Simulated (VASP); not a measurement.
# SiC (Fm-3m) in VASP: further runs

One crystal, SiC, is run at these levels: PBEsol, r2SCAN; tasks: relaxation of the atoms, relaxation of cell and atoms.

All numbers are computed with VASP 6.6.1; they aren't measurements. Logs are shortened: lines on timing, memory, paths and dates and some standing lists are left out, and cuts for length are marked.

## 1. Starting point

The structure is cubic, space group Fm-3m (No. 225). Conventional cell: a = 4.239 Å, b = 4.239 Å, c = 4.239 Å, α = 90.00°, β = 90.00°, γ = 90.00°. Si (site symmetry m-3m) has 6 C at 2.12 Å as nearest neighbours. Around C (site symmetry m-3m) lie 6 Si at 2.12 Å.

The cell was built by a generator and needn't be a form met in nature.

## 2. Relaxation of the atoms, PBEsol (a relaxed cell with its volume scaled by 1.06)

INCAR

```
PREC = Accurate ; ENCUT = 600
EDIFF = 1E-7 ; ISMEAR = 0
SIGMA = 0.03 ; LREAL = False
LASPH = True ; NELM = 80
ALGO = Fast ; ISIF = 2
LWAVE = False ; LCHARG = False
GGA = PS ; IBRION = 2
NSW = 40 ; EDIFFG = -0.01
```

KPOINTS

```
Automatic mesh
0
Gamma
  12 12 12
```

POSCAR

```
SiC                                     
1.0
   -0.0000000000      2.0588188442      2.0588188442
    2.0588188442     -0.0000000000      2.0588188442
    2.0588188442      2.0588188442     -0.0000000000
  Si              C             
     1     1
Direct
     0.0000000000000000    0.0000000000000000    0.0000000000000000
     0.5000000000000000    0.5000000000000000    0.5000000000000000
```

Potentials or basis: VASP PAW PBE potentials, release 64 (Si, C).

On the command line:

```
> cat potpaw_PBE.64/Si/POTCAR potpaw_PBE.64/C/POTCAR > POTCAR
> mpirun -np 1 vasp_std > vasp.out
```

OUTCAR:

```text
PREC = Accurate
   ENCUT = 600
   EDIFF = 1E-7
   ISMEAR = 0
   LREAL = False
   LASPH = True
   NELM = 80
   ISIF = 2
   GGA = PS
   IBRION = 2
   NSW = 40
   EDIFFG = -0.01

 ion  position               nearest neighbor table
   1  0.000  0.000  0.000-   2 2.06   2 2.06   2 2.06   2 2.06   2 2.06   2 2.06
   2  0.500  0.500  0.500-   1 2.06   1 2.06   1 2.06   1 2.06   1 2.06   1 2.06

  LATTYP: Found a face centered cubic cell.
 ALAT       =     4.1176376884

  Lattice vectors:

 A1 = (   0.0000000000,   2.0588188442,   2.0588188442)
 A2 = (   2.0588188442,   0.0000000000,   2.0588188442)
 A3 = (   2.0588188442,   2.0588188442,   0.0000000000)

Analysis of symmetry for initial positions (statically):
=====================================================================
 Subroutine PRICEL returns:
 Original cell was already a primitive cell.

 Routine SETGRP: Setting up the symmetry group for a
 face centered cubic supercell.

 Subroutine GETGRP returns: Found 48 space group operations
 (whereof 48 operations were pure point group operations)
 out of a pool of 48 trial point group operations.

The static configuration has the point symmetry O_h .

Analysis of symmetry for dynamics (positions and initial velocities):
=====================================================================
 Subroutine PRICEL returns:
 Original cell was already a primitive cell.

 Routine SETGRP: Setting up the symmetry group for a
 face centered cubic supercell.

 Subroutine GETGRP returns: Found 48 space group operations
 (whereof 48 operations were pure point group operations)
 out of a pool of 48 trial point group operations.

The dynamic configuration has the point symmetry O_h .

 Subroutine INISYM returns: Found 48 space group operations
 (whereof 48 operations are pure point group operations),
 and found     1 'primitive' translations

----------------------------------------------------------------------------------------

                                     Primitive cell

  volume of cell :      17.4536

  direct lattice vectors                    reciprocal lattice vectors
     0.000000000  2.058818844  2.058818844    -0.242857696  0.242857696  0.242857696
     2.058818844  0.000000000  2.058818844     0.242857696 -0.242857696  0.242857696
     2.058818844  2.058818844  0.000000000     0.242857696  0.242857696 -0.242857696

  length of vectors
     2.911609532  2.911609532  2.911609532     0.420641868  0.420641868  0.420641868

  position of ions in fractional coordinates (direct lattice)
     0.000000000  0.000000000  0.000000000
     0.500000000  0.500000000  0.500000000

  ion indices of the primitive-cell ions
   primitive index   ion index
                 1           1
                 2           2

----------------------------------------------------------------------------------------

 KPOINTS: Automatic mesh

Automatic generation of k-mesh.
 Grid dimensions read from file:
 generate k-points for:   12   12   12

 Generating k-lattice:

  Cartesian coordinates                     Fractional coordinates (reciprocal lattice)
    -0.020238141  0.020238141  0.020238141     0.083333333  0.000000000  0.000000000
     0.020238141 -0.020238141  0.020238141     0.000000000  0.083333333  0.000000000
     0.020238141  0.020238141 -0.020238141     0.000000000  0.000000000  0.083333333

  Length of vectors
     0.035053489  0.035053489  0.035053489

  Shift w.r.t. Gamma in fractional coordinates (k-lattice)
     0.000000000  0.000000000  0.000000000

 Subroutine IBZKPT returns following result:
 ===========================================

 Found     72 irreducible k-points:

 Following reciprocal coordinates:
            Coordinates               Weight
  0.000000  0.000000  0.000000      1.000000
  0.083333  0.000000  0.000000      8.000000
  0.166667  0.000000  0.000000      8.000000
  0.250000  0.000000  0.000000      8.000000
  0.333333  0.000000  0.000000      8.000000
  0.416667  0.000000  0.000000      8.000000
[... 16 lines left out ...]
  0.500000  0.166667  0.000000     24.000000
 -0.416667  0.166667  0.000000     24.000000
 [... further k-points ...]
   k-points           NKPTS =     72   k-points in BZ     NKDIM =     72   number of bands    NBANDS=      8
   number of dos      NEDOS =    301   number of ions     NIONS =      2
   total plane-waves  NPLWV =  13824
   dimension x,y,z NGX =    24 NGY =   24 NGZ =   24
   dimension x,y,z NGXF=    48 NGYF=   48 NGZF=   48
   ions per type =               1   1
   NGX,Y,Z   is equivalent  to a cutoff of  13.70, 13.70, 13.70 a.u.
   NGXF,Y,Z  is equivalent  to a cutoff of  27.41, 27.41, 27.41 a.u.
 SYSTEM =  unknown system
   PREC   = accura    normal or accurate (medium, high low for compatibility)
   ISTART =      0    job   : 0-new  1-cont  2-samecut
   ICHARG =      2    charge: 1-file 2-atom 10-const
   ISPIN  =      1    spin polarized calculation?
   LNONCOLLINEAR =      F non collinear calculations
   LSORBIT =      F    spin-orbit coupling
   LASPH  =      T    aspherical Exc in radial PAW
   ENCUT  =  600.0 eV  44.10 Ry    6.64 a.u.   5.82  5.82  5.82*2*pi/ulx,y,z
   NELM   =     80;   NELMIN=  2; NELMDL= -5     # of ELM steps
   EDIFF  = 0.1E-06   stopping-criterion for ELM
   LREAL  =      F    real-space projection
   EDIFFG = -.1E-01   stopping-criterion for IOM
   NSW    =     40    number of steps for IOM
   IBRION =      2    ionic relax: 0-MD 1-quasi-New 2-CG
   NFREE  =      1    steps in history (QN), initial steepest desc. (CG)
   ISIF   =      2    stress and relaxation
   ISYM   =      2    0-nonsym 1-usesym 2-fastsym
   POTIM  = 0.5000    time-step for ionic-motion
   TEBEG  =    0.0;   TEEND  =   0.0 temperature during run
   PSTRESS=    0.0 pullay stress
   NELECT =       8.0000    total number of electrons
   NUPDOWN=      -1.0000    fix difference up-down
   EMIN   =  10.00;   EMAX   =-10.00  energy-range for DOS
   EFERMI =   0.00;   METHOD = LEGACY
   ISMEAR =     0;   SIGMA  =   0.03  broadening in eV -4-tet -1-fermi 0-gaus
   EFERMI_NEDOS =   21; number of points for ismear=-14 and -15
   IALGO  =     68    algorithm
   IMIX   =      4    mixing-type and parameters
     AMIX     =   0.40;   BMIX     =  1.00
     AMIX_MAG =   1.60;   BMIX_MAG =  1.00
  volume/ion in A,a.u.               =       8.73        58.89
  Fermi-wavevector in a.u.,A,eV,Ry     =   1.262244  2.385296 21.677622  1.593260
  Thomas-Fermi vector in A             =   2.395662
   LORBIT       =      0    0 simple, 1 ext, 2 COOP (PROOUT), +10 PAW based schemes
   GGA     = PS    functional components
   LHFCALC =     F    Hartree Fock is set to
   AEXX    =    0.0000 exact exchange contribution
   IVDW    =     0    specifies the selected vdW correction
   LEPSILON=     F    determine dielectric tensor
   LRPA    =     F    only Hartree local field effects (RPA)
 conjugate gradient relaxation of ions
 non-spin polarized calculation
 RMM-DIIS sequential band-by-band and
 Gauss-broadening in eV      SIGMA  =   0.03
  energy-cutoff  :      600.00
  volume of cell :       17.45
 maximum number of plane-waves:       604
   NGX = 11   NGY = 11   NGZ = 11

 number of electron       8.0000001 magnetization

 Free energy of the ion-electron system (eV)
  ---------------------------------------------------
  ext. energy  EPLUGINS =         0.00000000
  ---------------------------------------------------
  free energy    TOTEN  =       -14.56030457 eV

  energy without entropy =      -14.56011824  energy(sigma->0) =      -14.56021141

 E-fermi :  11.5993     XC(G=0): -12.5637

 val. band max:       11.5969787933   @ k =   0.0000   0.0000   0.0000
 cond. band min:      11.6186244516   @ k =  -0.1667   0.0833   0.0000
 fundamental gap:      0.0216456583
 Fermi energy:        11.5993478084

 k-point     1 :       0.0000    0.0000    0.0000
  band No.  band energies     occupation
      1      -6.3120      2.00000
      2      11.5970      1.08894
      3      11.5970      1.08894
      4      11.5970      1.08892
      5      18.2217      0.00000
      6      20.4326      0.00000
      7      20.4326      0.00000
      8      20.4326      0.00000

 k-point     2 :       0.0833    0.0000    0.0000
  band No.  band energies     occupation
      1      -6.1487      2.00000
      2      10.6901      2.00000
      3      11.5032      1.99999
      4      11.5032      1.99999
      5      18.5196      0.00000
      6      20.2138      0.00000
      7      20.6686      0.00000
      8      20.6686      0.00000

 k-point     3 :       0.1667    0.0000    0.0000
  band No.  band energies     occupation
      1      -5.6605      2.00000
      2       8.6468      2.00000
      3      11.2769      2.00000
      4      11.2769      2.00000
      5      18.3342      0.00000
      6      19.9994      0.00000
      7      19.9994      0.00000
      8      20.7448      0.00000

 k-point     4 :       0.2500    0.0000    0.0000
  band No.  band energies     occupation
      1      -4.8538      2.00000
      2       6.2601      2.00000
      3      11.0243      2.00000
      4      11.0243      2.00000
      5      17.7997      0.00000
      6      18.6031      0.00000
      7      18.6031      0.00000
      8      21.4122      0.00000

 k-point     5 :       0.3333    0.0000    0.0000
  band No.  band energies     occupation
      1      -3.7444      2.00000
      2       3.8929      2.00000
      3      10.8228      2.00000
      4      10.8228      2.00000
      5      17.4091      0.00000
      6      17.5040      0.00000
      7      17.5040      0.00000
      8      21.1169      0.00000

 k-point     6 :       0.4167    0.0000    0.0000
  band No.  band energies     occupation
      1      -2.3839      2.00000
      2       1.7396      2.00000
      3      10.7023      2.00000
      4      10.7023      2.00000
      5      16.8137      0.00000
      6      16.8137      0.00000
      7      17.1987      0.00000
      8      20.7186      0.00000

 k-point     7 :       0.5000    0.0000    0.0000
  band No.  band energies     occupation
      1      -1.3101      2.00000
      2       0.3963      2.00000
      3      10.6635      2.00000
      4      10.6635      2.00000
      5      16.5781      0.00000
      6      16.5781      0.00000
      7      17.1350      0.00000
      8      20.5656      0.00000
[... 133 lines left out ...]
 k-point    20 :       0.2500    0.1667    0.0000
  band No.  band energies     occupation
      1      -4.8535      2.00000
      2       8.0476      2.00000
      3       9.6222      2.00000
      4      10.0639      2.00000
      5      15.4829      0.00000
      6      17.5016      0.00000
      7      20.8923      0.00000
      8      22.1033      0.00000

 k-point    21 :       0.3333    0.1667    0.0000
  band No.  band energies     occupation
      1      -3.9514      2.00000
      2       5.8358      2.00000
      3       9.3414      2.00000
      4       9.5971      2.00000
      5      14.6619      0.00000
      6      18.1806      0.00000
      7      20.9039      0.00000
      8      21.0533      0.00000

 k-point    22 :       0.4167    0.1667    0.0000
  band No.  band energies     occupation
      1      -2.7625      2.00000
      2       3.6239      2.00000
      3       8.9087      2.00000
      4       9.2888      2.00000
      5      14.3144      0.00000
      6      19.0007      0.00000
      7      19.7197      0.00000
      8      21.7433      0.00000

 k-point    23 :       0.5000    0.1667    0.0000
  band No.  band energies     occupation
      1      -1.3935      2.00000
      2       1.6706      2.00000
      3       8.2552      2.00000
      4       9.4712      2.00000
      5      14.3855      0.00000
      6      18.7650      0.00000
      7      19.2994      0.00000
      8      23.2675      0.00000

 k-point    24 :      -0.4167    0.1667    0.0000
  band No.  band energies     occupation
      1      -1.0028      2.00000
      2       1.1964      2.00000
      3       7.7717      2.00000
      4       9.8712      2.00000
      5      14.8277      0.00000
      6      18.0897      0.00000
      7      19.3546      0.00000
      8      23.5918      0.00000

 [... further k-points ...]
[... 5 lines left out ...]
  --------------------------------------------------------------------------------------
  -------------------------------------------------------------------------------------
  Total       -1.5578619     -1.5578619     -1.5578619      0.0000000      0.0000000      0.0000000
  in kB     -143.0062891   -143.0062891   -143.0062891      0.0000000      0.0000000      0.0000000
  external PRESSURE =    -143.0062891 kB  Pullay stress =       0.0000000 kB

 VOLUME and BASIS-vectors are now :
 -----------------------------------------------------------------------------
  energy-cutoff  :      600.00
  volume of cell :       17.45
      direct lattice vectors                 reciprocal lattice vectors
     0.000000000  2.058818844  2.058818844    -0.242857696  0.242857696  0.242857696
     2.058818844  0.000000000  2.058818844     0.242857696 -0.242857696  0.242857696
     2.058818844  2.058818844  0.000000000     0.242857696  0.242857696 -0.242857696

 POSITION                                       TOTAL-FORCE (eV/Angst)
 -----------------------------------------------------------------------------------
      0.00000      0.00000      0.00000         0.000000      0.000000     -0.000000
      2.05882      2.05882      2.05882         0.000000     -0.000000      0.000000
 -----------------------------------------------------------------------------------
    total drift:                               -0.000000     -0.000000      0.000000

  FREE ENERGIE OF THE ION-ELECTRON SYSTEM (eV)
  ---------------------------------------------------
  free  energy   TOTEN  =       -14.5603045743 eV

  energy  without entropy=      -14.5601182389  energy(sigma->0) =      -14.56021141

 reached required accuracy - stopping structural energy minimisation
```

Wall time 10 s (1 thread of Intel Xeon Platinum 8488C (Sapphire Rapids), shared host); peak memory 0.13 GiB.

Results:

- Free energy: -14.5603 eV
- Pressure after relaxing: -14.3 GPa
- Band gap on the k mesh: none (metal or under the smearing width)

Final structure:
```cif
data_structure
_symmetry_space_group_name_H-M 'P 1'
_symmetry_Int_Tables_number 1
_cell_length_a 2.9116
_cell_length_b 2.9116
_cell_length_c 2.9116
_cell_angle_alpha 60.000
_cell_angle_beta 60.000
_cell_angle_gamma 60.000
_cell_volume 17.45
loop_
_atom_site_label
_atom_site_type_symbol
_atom_site_fract_x
_atom_site_fract_y
_atom_site_fract_z
_atom_site_occupancy
Si1 Si 0.00000 0.00000 0.00000 1
C1 C 0.50000 0.50000 0.50000 1
```

Levels at points of the mesh, in eV from the Fermi level:
```csv
k point,band 1,band 2,band 3,band 4,band 5,band 6,band 7,band 8
"(0.00, 0.00, 0.00)",-17.91,0.00,0.00,0.00,6.62,8.83,8.83,8.83
"(0.50, 0.00, 0.00)",-12.91,-11.20,-0.94,-0.94,4.98,4.98,5.54,8.97
"(0.50, 0.50, 0.00)",-11.26,-9.42,-4.13,-4.13,-1.27,2.62,14.07,14.36
```

Caveat: the relaxation stopped at its first step, so nothing moved; the PAW data sets were made with another functional, which shifts forces and pressure a little.

(Continued in part 2 of 2.)
